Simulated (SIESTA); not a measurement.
CdSe:

```
Cd Se
1.0
     0.00000    3.07027    3.07027
     3.07027    0.00000    3.07027
     3.07027    3.07027    0.00000
Cd Se
1 1
Direct
  0.00000 0.00000 0.00000
  0.25000 0.25000 0.25000
```

Measurements of this composition are mostly on another form, of space group No. 186.

Base run:

- Program: SIESTA 5.4.2
- Functional: vdW-DF-cx
- Potentials or basis: PseudoDojo 0.4 standard (PBE files)
- Basis: DZP (energy shift 0.003 Ry; two zetas on semicore shells)
- Grid cutoff: 800 Ry
- Energy shift: 0.003 Ry
- k mesh: 8 × 8 × 8
- Occupations: fermi-dirac, width 0.05 eV
- Spin: no spin polarisation

Its results: band gap on the k mesh 0.70 eV, direct; pressure -0.6 GPa.

Task: The run is repeated on the same cell with these changes: functional from vdW-DF-cx to LDA; potentials or basis from PseudoDojo 0.4 standard (PBE files) to PseudoDojo 0.4 standard (LDA files). What comes out?

Result: Band gap on the k mesh 0.52 eV, direct; pressure -3.1 GPa.

Caveats: the basis of atomic orbitals isn't converged, which shifts pressures, moduli and gaps; the potentials were made for another functional, which shifts forces and pressure (some runs).

Not every run made on this cell is shown here.
